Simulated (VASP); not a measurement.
# NbAs (Fm-3m) in VASP: a series of runs, part 2 of 2

VASP 6.6.1. The steps go on from the part before.

## Step 3: Electric field gradients, PBE

Contents of INCAR:

```
PREC     = Accurate       # precision mode
ENCUT    = 520            # plane-wave cutoff, eV
EDIFF    = 1E-8           # SCF threshold, eV
ISMEAR   = -1             # smearing method
SIGMA    = 0.05           # smearing width, eV
LREAL    = False          # projectors in reciprocal space
LASPH    = True           # aspherical terms in the spheres
NELM     = 100            # most SCF steps
ALGO     = Normal         # electronic algorithm
ISIF     = 2              # what is computed and relaxed
LWAVE    = False          # write WAVECAR
LCHARG   = False          # write CHGCAR
GGA      = PE             # functional
LEFG     = True         
NBANDS   = 16             # bands
```

Contents of KPOINTS:

```
regular mesh
0
Gamma
  11 11 11
```

Contents of POSCAR:

```
NbAs
1.0
    0.0000000000      2.6376010551      2.6376010551
    2.6376010551      0.0000000000      2.6376010551
    2.6376010551      2.6376010551      0.0000000000
Nb As
1 1
Direct
    0.0000000000      0.0000000000      0.0000000000
    0.5000000000      0.5000000000      0.5000000000
```

Potentials or basis: VASP PAW PBE potentials, release 64 (Nb_sv, As).

Run with:

```bash
> cat potpaw_PBE.64/Nb_sv/POTCAR potpaw_PBE.64/As/POTCAR > POTCAR
> mpirun -np 1 vasp_std > vasp.out
```

OUTCAR:

```text
PREC = Accurate
   ENCUT = 520
   EDIFF = 1E-8
   ISMEAR = -1
   LREAL = False
   LASPH = True
   NELM = 100
   ISIF = 2
   GGA = PE

 ion  position               nearest neighbor table
   1  0.000  0.000  0.000-   2 2.64   2 2.64   2 2.64   2 2.64   2 2.64   2 2.64
   2  0.500  0.500  0.500-   1 2.64   1 2.64   1 2.64   1 2.64   1 2.64   1 2.64

  LATTYP: Found a face centered cubic cell.
 ALAT       =     5.2752021102

  Lattice vectors:

 A1 = (   0.0000000000,   2.6376010551,   2.6376010551)
 A2 = (   2.6376010551,   0.0000000000,   2.6376010551)
 A3 = (   2.6376010551,   2.6376010551,   0.0000000000)

Analysis of symmetry for initial positions (statically):
=====================================================================
 Subroutine PRICEL returns:
 Original cell was already a primitive cell.

 Routine SETGRP: Setting up the symmetry group for a
 face centered cubic supercell.

 Subroutine GETGRP returns: Found 48 space group operations
 (whereof 48 operations were pure point group operations)
 out of a pool of 48 trial point group operations.

The static configuration has the point symmetry O_h .

Analysis of symmetry for dynamics (positions and initial velocities):
=====================================================================
 Subroutine PRICEL returns:
 Original cell was already a primitive cell.

 Routine SETGRP: Setting up the symmetry group for a
 face centered cubic supercell.

 Subroutine GETGRP returns: Found 48 space group operations
 (whereof 48 operations were pure point group operations)
 out of a pool of 48 trial point group operations.

[... 158 lines left out ...]
      2     -22.1405      2.00000
      3     -22.1405      2.00000
      4     -22.1405      2.00000
      5      -3.7635      2.00000
      6       8.1999      2.00000
[... 433 lines left out ...]
      3     -22.1767      2.00000
      4     -22.1444      2.00000
      5      -2.6140      2.00000
      6       4.7651      2.00000
[... 8 lines left out ...]
     15      17.8145      0.00000
     16      19.6756      0.00000

 [... further k-points ...]

------------------------ aborting loop because EDIFF is reached ----------------------------------------

  FORCE on cell =-STRESS in cart. coord.  units (eV):
  Direction    XX          YY          ZZ          XY          YZ          ZX
  --------------------------------------------------------------------------------------
  -------------------------------------------------------------------------------------
  Total        0.0078347      0.0078347      0.0078347      0.0000000      0.0000000     -0.0000000
  in kB        0.3420409      0.3420409      0.3420409      0.0000000      0.0000000     -0.0000000
  external PRESSURE =       0.3420409 kB  Pullay stress =       0.0000000 kB

 VOLUME and BASIS-vectors are now :
 -----------------------------------------------------------------------------
  energy-cutoff  :      520.00
  volume of cell :       36.70
      direct lattice vectors                 reciprocal lattice vectors
     0.000000000  2.637601055  2.637601055    -0.189566197  0.189566197  0.189566197
     2.637601055  0.000000000  2.637601055     0.189566197 -0.189566197  0.189566197
     2.637601055  2.637601055  0.000000000     0.189566197  0.189566197 -0.189566197

 POSITION                                       TOTAL-FORCE (eV/Angst)
 -----------------------------------------------------------------------------------
      0.00000      0.00000      0.00000         0.000000      0.000000      0.000000
      2.63760      2.63760      2.63760        -0.000000     -0.000000     -0.000000
 -----------------------------------------------------------------------------------
    total drift:                               -0.000000      0.000000      0.000000

  FREE ENERGIE OF THE ION-ELECTRON SYSTEM (eV)
  ---------------------------------------------------
  free  energy   TOTEN  =       -15.3674503500 eV

  energy  without entropy=      -15.3462383594  energy(sigma->0) =      -15.35684435

 Electric field gradients (V/A^2)
---------------------------------------------------------------------
 ion       V_xx      V_yy      V_zz      V_xy      V_xz      V_yz
---------------------------------------------------------------------
   1       0.000     0.000     0.000    -0.000    -0.000    -0.000
   2      -0.000    -0.000    -0.000     0.000     0.000     0.000
---------------------------------------------------------------------

 Electric field gradients after diagonalization (V/A^2)
 (convention: |V_zz| > |V_xx| > |V_yy|)
----------------------------------------------------------------------
 ion       V_xx      V_yy      V_zz     asymmetry (V_yy - V_xx)/ V_zz
----------------------------------------------------------------------
   1       0.000     0.000    -0.000       0.000
   2      -0.000    -0.000     0.000       0.000
----------------------------------------------------------------------

           NMR quadrupolar parameters

 Cq : quadrupolar parameter    Cq=e*Q*V_zz/h
 eta: asymmetry parameters     (V_yy - V_xx)/ V_zz
 Q  : nuclear electric quadrupole moment in mb (millibarn)
----------------------------------------------------------------------
 ion       Cq(MHz)       eta       Q (mb)
----------------------------------------------------------------------
   1      -0.000       0.000       1.000
   2       0.000       0.000       1.000
----------------------------------------------------------------------
```

OSZICAR:

```text
N       E                     dE             d eps       ncg     rms          rms(c)
DAV:   1     0.140386789685E+03    0.14039E+03   -0.92108E+03  1792   0.109E+03
DAV:   2    -0.990054859497E+01   -0.15029E+03   -0.14459E+03  2320   0.351E+02
DAV:   3    -0.162081951624E+02   -0.63076E+01   -0.61874E+01  2704   0.616E+01
DAV:   4    -0.164336008822E+02   -0.22541E+00   -0.22515E+00  2360   0.113E+01
DAV:   5    -0.164414056978E+02   -0.78048E-02   -0.78033E-02  2800   0.185E+00    0.722E+00
DAV:   6    -0.153738396497E+02    0.10676E+01   -0.32942E+00  2864   0.150E+01    0.202E+00
DAV:   7    -0.153705974858E+02    0.32422E-02   -0.10573E-01  2208   0.292E+00    0.125E+00
DAV:   8    -0.153674697730E+02    0.31277E-02   -0.16151E-02  2552   0.923E-01    0.252E-01
DAV:   9    -0.153674064749E+02    0.63298E-04   -0.19471E-03  2616   0.271E-01    0.106E-01
DAV:  10    -0.153674537004E+02   -0.47225E-04   -0.18621E-04  2272   0.142E-01    0.144E-02
DAV:  11    -0.153674522428E+02    0.14576E-05   -0.12768E-05  2336   0.264E-02    0.996E-03
DAV:  12    -0.153674502952E+02    0.19476E-05   -0.12992E-06  2384   0.160E-02    0.217E-03
DAV:  13    -0.153674503582E+02   -0.63022E-07   -0.12327E-07  2608   0.398E-03    0.448E-04
DAV:  14    -0.153674503500E+02    0.81802E-08   -0.21086E-08  1688   0.185E-03
   1 F= -.15367450E+02 E0= -.15356844E+02  d E =-.212120E-01
```

Run time: 26 s. Hardware: 1 thread of Intel Xeon Platinum 8488C (Sapphire Rapids), shared host; peak memory 0.17 GiB.

Results:

```
Free energy            : -15.3675 eV
Pressure               : 0.0 GPa
Band gap on the k mesh : none (metal or under the smearing width)
```

Electric field gradients, principal values (V/Å²):
| atom | Vxx | Vyy | Vzz |
| --- | --- | --- | --- |
| 1 Nb | 0.000 | 0.000 | 0.000 |
| 2 As | 0.000 | 0.000 | 0.000 |

## Step 4: Electric field gradients, PBE, non-collinear spin, zero start, spin-orbit coupling

Contents of INCAR:

```
SYSTEM = NbAs
ALGO = Normal
EDIFF = 1E-8
ENCUT = 520
GGA = PE
GGA_COMPAT = .FALSE.
ISIF = 2
ISMEAR = -1
LASPH = .TRUE.
LCHARG = .FALSE.
LEFG = .TRUE.
LMAXMIX = 4
LNONCOLLINEAR = .TRUE.
LORBIT = 11
LORBMOM = .TRUE.
LREAL = .FALSE.
LSORBIT = .TRUE.
LWAVE = .FALSE.
MAGMOM = 0 0 0 0 0 0
NBANDS = 30
NELM = 150
PREC = Accurate
SIGMA = 0.05
```

Contents of KPOINTS:

```
k-points
0
G
  11 11 11
  0 0 0
```

POSCAR is that of step 3.

Potentials or basis: VASP PAW PBE potentials, release 64 (Nb_sv, As).

Run with:

```bash
> cat potpaw_PBE.64/Nb_sv/POTCAR potpaw_PBE.64/As/POTCAR > POTCAR
> mpirun -np 1 vasp_ncl > vasp.out
```

OUTCAR:

```text
SYSTEM = NbAs
   EDIFF = 1E-8
   ENCUT = 520
   GGA = PE
   ISIF = 2
   ISMEAR = -1
   LASPH = .TRUE.
   LNONCOLLINEAR = .TRUE.
   LORBIT = 11
   LREAL = .FALSE.
   LSORBIT = .TRUE.
   NELM = 150
   PREC = Accurate

 ion  position               nearest neighbor table
   1  0.000  0.000  0.000-   2 2.64   2 2.64   2 2.64   2 2.64   2 2.64   2 2.64
   2  0.500  0.500  0.500-   1 2.64   1 2.64   1 2.64   1 2.64   1 2.64   1 2.64

  LATTYP: Found a face centered cubic cell.
 ALAT       =     5.2752021102

  Lattice vectors:

 A1 = (   0.0000000000,   2.6376010551,   2.6376010551)
 A2 = (   2.6376010551,   0.0000000000,   2.6376010551)
 A3 = (   2.6376010551,   2.6376010551,   0.0000000000)

Analysis of symmetry for initial positions (statically):
[... 1115 lines left out ...]
     0.0000000     0.0000000     0.0000000     0.0000000     0.0000000     0.0000000     0.0000000
     0.0000000     0.0000000     0.0000000     0.0000000     0.0000000     0.0000000     0.0000000
     0.0000000     0.0000000     0.0000000     0.0000000     0.0000000     0.0000000     0.0000000
     0.0000000     0.0000000     0.0000000     0.0000000     0.0000000     0.0000000     0.0000000
     0.0000000     0.0000000     0.0000000     0.0000000     0.0000000     0.0000000     0.0000000

 total charge

# of ion       s       p       d       tot
------------------------------------------
    1        2.130   5.987   2.515  10.631
    2        1.197   1.644   0.075   2.915
--------------------------------------------------
tot          3.327   7.630   2.589  13.546

 magnetization (x)

# of ion       s       p       d       tot
------------------------------------------
    1       -0.000   0.000   0.000   0.000
    2       -0.000   0.000   0.000  -0.000
--------------------------------------------------
tot         -0.000   0.000   0.000   0.000

 magnetization (y)

# of ion       s       p       d       tot
------------------------------------------
    1       -0.000   0.000   0.000   0.000
    2       -0.000   0.000   0.000  -0.000
--------------------------------------------------
tot         -0.000   0.000   0.000   0.000

 magnetization (z)

# of ion       s       p       d       tot
------------------------------------------
    1        0.000  -0.000   0.000   0.000
    2        0.000   0.000   0.000   0.000
--------------------------------------------------
tot          0.000   0.000   0.000   0.000
```

stdout:

```text
POSCAR found type information on POSCAR NbAs
 POSCAR found :  2 types and       2 ions
 scaLAPACK will be used
 LDA part: xc-table for (Slater+PW92), standard interpolation
 POSCAR, INCAR and KPOINTS ok, starting setup
 FFT: planning ... GRIDC
 FFT: planning ... GRID_SOFT
 FFT: planning ... GRID
 WAVECAR not read
 entering main loop
ion   1

ion   2
```

Wall time 92 s (1 thread of AMD EPYC 9R45 (Zen 5), shared host); peak memory 0.27 GiB.

What came out:

- Free energy: -15.4669 eV
- Pressure: 0.1 GPa
- Net moment: 0.00 μB per cell
- Valence electrons inside the program's atomic spheres: Nb 10.63; As 2.92

Moments on the atoms (μB; x, y, z):
```
Nb  0.00 0.00 0.00
As  0.00 0.00 0.00
```

Electric field gradients, principal values (V/Å²):
```csv
atom,Vxx,Vyy,Vzz
1 Nb,0.000,0.000,-0.001
2 As,0.000,0.000,0.000
```

## Step 5: Electric field gradients, LDA (volume scaled by 0.96)

Contents of INCAR:

```
SYSTEM = NbAs
ALGO     = Normal         ! electronic algorithm
EDIFF    = 1E-8           ! SCF threshold, eV
ENCUT    = 520            ! plane-wave cutoff, eV
GGA      = CA             ! functional
ISIF     = 2              ! what is computed and relaxed
ISMEAR   = -1             ! smearing method
LASPH    = .TRUE.         ! aspherical terms in the spheres
LCHARG   = .FALSE.        ! write CHGCAR
LEFG     = .TRUE.       
LREAL    = .FALSE.        ! projectors in reciprocal space
LWAVE    = .FALSE.        ! write WAVECAR
NBANDS   = 16             ! bands
NELM     = 100            ! most SCF steps
PREC     = Accurate       ! precision mode
SIGMA    = 0.05           ! smearing width, eV
```

KPOINTS is that of step 4.

Contents of POSCAR:

```
NbAs
1.0
    0.0000000000      2.6019534278      2.6019534278
    2.6019534278      0.0000000000      2.6019534278
    2.6019534278      2.6019534278      0.0000000000
Nb As
1 1
Direct
    0.0000000000      0.0000000000      0.0000000000
    0.5000000000      0.5000000000      0.5000000000
```

Potentials or basis: VASP PAW LDA potentials, release 64 (Nb_sv, As).

Run with:

```bash
> cat potpaw_LDA.64/Nb_sv/POTCAR potpaw_LDA.64/As/POTCAR > POTCAR
> mpirun -np 1 vasp_std > vasp.out
```

OUTCAR:

```text
SYSTEM = NbAs
   EDIFF = 1E-8
   ENCUT = 520
   GGA = CA
   ISIF = 2
   ISMEAR = -1
   LASPH = .TRUE.
   LREAL = .FALSE.
   NELM = 100
   PREC = Accurate

 ion  position               nearest neighbor table
   1  0.000  0.000  0.000-   2 2.60   2 2.60   2 2.60   2 2.60   2 2.60   2 2.60
   2  0.500  0.500  0.500-   1 2.60   1 2.60   1 2.60   1 2.60   1 2.60   1 2.60

  LATTYP: Found a face centered cubic cell.
 ALAT       =     5.2039068556

  Lattice vectors:

 A1 = (   0.0000000000,   2.6019534278,   2.6019534278)
[... 669 lines left out ...]
  ---------------------------------------------------
  free  energy   TOTEN  =       -17.2530351826 eV

  energy  without entropy=      -17.2323326475  energy(sigma->0) =      -17.24268392

 Electric field gradients (V/A^2)
---------------------------------------------------------------------
 ion       V_xx      V_yy      V_zz      V_xy      V_xz      V_yz
---------------------------------------------------------------------
   1      -0.000    -0.000     0.000     0.000     0.000     0.000
   2      -0.000    -0.000     0.000     0.000     0.000     0.000
---------------------------------------------------------------------

 Electric field gradients after diagonalization (V/A^2)
 (convention: |V_zz| > |V_xx| > |V_yy|)
----------------------------------------------------------------------
 ion       V_xx      V_yy      V_zz     asymmetry (V_yy - V_xx)/ V_zz
----------------------------------------------------------------------
   1      -0.000    -0.000     0.000       0.000
   2      -0.000    -0.000     0.000       0.000
----------------------------------------------------------------------

           NMR quadrupolar parameters

 Cq : quadrupolar parameter    Cq=e*Q*V_zz/h
 eta: asymmetry parameters     (V_yy - V_xx)/ V_zz
 Q  : nuclear electric quadrupole moment in mb (millibarn)
----------------------------------------------------------------------
 ion       Cq(MHz)       eta       Q (mb)
----------------------------------------------------------------------
   1       0.000       0.000       1.000
   2       0.000       0.000       1.000
----------------------------------------------------------------------
```

OSZICAR:

```text
N       E                     dE             d eps       ncg     rms          rms(c)
DAV:   1     0.144200662848E+03    0.14420E+03   -0.92332E+03  1792   0.110E+03
DAV:   2    -0.107876752192E+02   -0.15499E+03   -0.14842E+03  2224   0.372E+02
DAV:   3    -0.179905706602E+02   -0.72029E+01   -0.69770E+01  2848   0.670E+01
DAV:   4    -0.182898007582E+02   -0.29923E+00   -0.29884E+00  2232   0.126E+01
DAV:   5    -0.183016643351E+02   -0.11864E-01   -0.11861E-01  3000   0.247E+00    0.758E+00
DAV:   6    -0.172719748738E+02    0.10297E+01   -0.30935E+00  2928   0.156E+01    0.228E+00
DAV:   7    -0.172610175595E+02    0.10957E-01   -0.99706E-02  2280   0.300E+00    0.138E+00
DAV:   8    -0.172530090672E+02    0.80085E-02   -0.16707E-02  2560   0.873E-01    0.266E-01
DAV:   9    -0.172530721104E+02   -0.63043E-04   -0.21368E-03  2528   0.284E-01    0.116E-01
DAV:  10    -0.172530394705E+02    0.32640E-04   -0.18333E-04  2520   0.152E-01    0.216E-02
DAV:  11    -0.172530355479E+02    0.39226E-05   -0.20413E-05  2224   0.309E-02    0.130E-02
DAV:  12    -0.172530351926E+02    0.35531E-06   -0.13167E-06  2632   0.152E-02    0.214E-03
DAV:  13    -0.172530351826E+02    0.99178E-08   -0.68220E-08  2632   0.196E-03
   1 F= -.17253035E+02 E0= -.17242684E+02  d E =-.207025E-01
```

It took 19 s on 1 thread of AMD EPYC 9R45 (Zen 5), shared host; peak memory 0.13 GiB.

Results:

```yaml
Free_energy: -17.2530 eV
Pressure: -1.9 GPa
Band_gap_on_the_k_mesh: none (metal or under the smearing width)
```

Electric field gradients, principal values (V/Å²):
```csv
atom,Vxx,Vyy,Vzz
1 Nb,0.000,0.000,0.000
2 As,0.000,0.000,0.000
```

## Step 6: The runs side by side

```csv
task,level,potentials or basis,spin,cell,k mesh for the DOS,occupations for the DOS,gap on the mesh (eV),pressure (GPa)
density of states,PBE,"VASP PAW PBE potentials, release 64 (Nb_sv, As)",off,as given,17 × 17 × 17,tetrahedron,-,-
electric field gradients,PBE,"VASP PAW PBE potentials, release 64 (Nb_sv, As)",off,as given,-,-,none,0.0
electric field gradients,PBE,"VASP PAW PBE potentials, release 64 (Nb_sv, As)","non-collinear, zero start, SOC",as given,-,-,-,0.1
electric field gradients,LDA,"VASP PAW LDA potentials, release 64 (Nb_sv, As)",off,"functional lda, volume scaled by 0.96, PAW files",-,-,none,-1.9
```

Alike in all rows: k mesh 11 × 11 × 11; cutoff (eV) 520; smearing fermi-dirac 0.05 eV.

Caveats: the bands computed are all filled at some k points, so no gap is given (some runs).

Absolute energies hang on the potentials; compare differences alone.
